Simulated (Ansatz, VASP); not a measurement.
**Two plane-wave programs on LiCl**

INCAR

```
  ALGO = Normal
  EDIFF = 1E-7
  ENCUT = 520
  GGA = CA
  ISIF = 2
  ISMEAR = 0
  LASPH = True
  LCHARG = False
  LREAL = False
  LWAVE = False
  NBANDS = 18
  NELM = 100
  PREC = Accurate
  SIGMA = 0.01
```

The input KPOINTS:

```
k-points
0
Gamma
  6 6 4
```

The input POSCAR:

```
LiCl
1.0
    4.1618736679      0.0000000000      0.0000000000
   -2.0809368340      3.6042883237      0.0000000000
    0.0000000000      0.0000000000      5.2325458659
Li Cl
2 2
Direct
    0.3333333333      0.6666666667      0.2500000000
    0.6666666667      0.3333333333      0.7500000000
    0.6666666667      0.3333333333      0.2500000000
    0.3333333333      0.6666666667      0.7500000000
```

Input for Ansatz:

```yaml
crystal:
  lattice:
    - [4.1618736679, 0.0, 0.0]
    - [-2.080936834, 3.6042883237, 0.0]
    - [0.0, 0.0, 5.2325458659]
  atoms:
    - { symbol: Li, position: [0.3333333333, 0.6666666667, 0.25] }
    - { symbol: Li, position: [0.6666666667, 0.3333333333, 0.75] }
    - { symbol: Cl, position: [0.6666666667, 0.3333333333, 0.25] }
    - { symbol: Cl, position: [0.3333333333, 0.6666666667, 0.75] }
kpoints:
  mp_grid: { grid: [6, 6, 4] }
hamiltonian:
  xc: lda
scf:
  occupations: { method: fixed }
output:
  optics: { e_range: [0, 21], de: 0.05, sigma: 0.1, bands: auto }
```

Alike in both runs: task single point; functional LDA; k mesh 6 × 6 × 4; no spin polarisation.

|  | VASP | Ansatz |
| --- | --- | --- |
| version | VASP 6.6.1 | Ansatz 0.2.0 |
| potentials or method | VASP PAW LDA potentials, release 64 (Li_sv, Cl) | plane waves, PAW |
| plane-wave cutoff (eV) | 520 | 420 |
| occupations | gaussian, width 0.01 eV | fixed |
| valence electrons in the cell | 20 | 20 |

|  | VASP | Ansatz | Ansatz less VASP |
| --- | --- | --- | --- |
| gap on the k mesh at the Fermi level (eV) | 5.26 | 5.24 | -0.012 |
